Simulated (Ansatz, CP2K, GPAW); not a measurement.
**InPd: 3 runs at one level of theory**

```xyz
2
Lattice="3.2719 0.0000 0.0000 0.0000 3.2719 0.0000 0.0000 0.0000 3.2719" Properties=species:S:1:pos:R:3 pbc="T T T"
In    0.0000    0.0000    0.0000
Pd    1.6359    1.6359    1.6359
```

The cell comes from a database or a generator and needn't be the stable form of this composition.

Alike in all runs: task band structure; functional LDA; k mesh 8 × 8 × 8; occupations fermi-dirac, width 0.05 eV; no spin polarisation; no spin-orbit coupling. LDA stands for any of its common fits. Pressure is positive in compression and, in plane waves, holds the error of the finite cutoff.

```csv
program and potentials,plane-wave cutoff (eV),notes,pressure (GPa)
"CP2K, GTH_POTENTIALS In GTH-PADE-q13, Pd GTH-PADE-q18; TZVP-MOLOPT-PBE-GTH basis",-,atomic basis; 15.5 valence electrons an atom on average,-8.27
"Ansatz, all-electron LAPW, scalar-relativistic",-,-,?
"GPAW, the program's PAW data sets (release 1.2.1) made for this functional",600,14.5 valence electrons an atom on average,-7.20
```

**Question.** Estimate from the other rows what the run with Ansatz, all-electron LAPW, scalar-relativistic gave.

**Answer.** Pressure -7.04 GPa. The other rows, which needn't bracket it: pressure -8.27 to -7.20.
